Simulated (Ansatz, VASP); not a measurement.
**Zn in VASP and in Ansatz**

```xyz
2
Lattice="0.0000 2.5878 2.5878 2.5878 0.0000 2.5878 2.5878 2.5878 0.0000" Properties=species:S:1:pos:R:3 pbc="T T T"
Zn    2.5878    2.5878    2.5878
Zn    3.8817    3.8817    3.8817
```

Alike in both runs: task relaxation of cell and atoms; functional PBE; k mesh 6 × 6 × 6; occupations gaussian, width 0.1 eV; no spin polarisation.

|  | VASP | Ansatz |
| --- | --- | --- |
| version | VASP 6.6.1 | Ansatz 0.2.0 |
| potentials or method | VASP PAW PBE potentials, release 64 (Zn) | scalar-relativistic, plane waves, PAW |
| plane-wave cutoff (eV) | 600 | 420 |
| valence electrons in the cell | 24 | 24 |

Ansatz gave:

| Property | Result |
| --- | --- |
| gap on the k mesh at the Fermi level, each at its own relaxed structure (eV) | none |
| relaxed volume (Å³/atom) | 25.42 |
| relaxed cell length with the largest relative difference (Å) | 4.158 |
| energy change over the relaxation (meV/atom) | -395 |

**Question.** What did VASP give for the same quantities?

**Answer.** gap on the k mesh at the Fermi level, each at its own relaxed structure (eV): none; relaxed volume (Å³/atom): 25.59; relaxed cell length with the largest relative difference (Å): 4.168; energy change over the relaxation (meV/atom): -409.

A gap of «none» marks a metal or a gap that the smearing closes.

Caveats: the volume moved by over 15 % at a fixed basis, so the end points are rough (VASP).
